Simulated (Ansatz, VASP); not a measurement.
## Sn: VASP beside Ansatz

```
CELL_PARAMETERS angstrom
-2.02919 2.02919 1.66076
2.02919 -2.02919 1.66076
2.02919 2.02919 -1.66076
ATOMIC_POSITIONS crystal
Sn 0.00000 0.00000 0.00000
```

This isn't the form of Sn at room conditions, which is tetragonal (white tin).

Alike in both runs: task relaxation of cell and atoms; functional PBEsol; k mesh 10 × 10 × 10; occupations fermi-dirac, width 0.05 eV; no spin polarisation.

|  | VASP | Ansatz |
| --- | --- | --- |
| version | VASP 6.6.1 | Ansatz 0.2.0 |
| potentials or method | VASP PAW PBE potentials, release 64 (Sn_d) | Ansatz PAW |
| plane-wave cutoff (eV) | 600 | 420 |
| valence electrons in the cell | 14 | 14 |

|  | VASP | Ansatz | Ansatz less VASP |
| --- | --- | --- | --- |
| gap on the k mesh at the Fermi level, each at its own relaxed structure (eV) | none | none | - |
| relaxed volume (Å³/atom) | 26.26 | 26.25 | -0.008 |
| relaxed cell length with the largest relative difference (Å) | 3.266 | 3.266 | -0.0002 |
| energy change over the relaxation (meV/atom) | -8 | -8 | 0.0 |

A gap of «none» marks a metal or a gap that the smearing closes.

Caveats: the PAW data sets were made with another functional, which shifts forces and pressure a little (VASP); the plane-wave basis is chosen anew once the cell has moved, so the energies of steps on either side of that aren't comparable (Ansatz); the PAW data sets come from PBE, with cores solved anew for the run's functional, which leaves a small shift of forces and pressure (Ansatz).
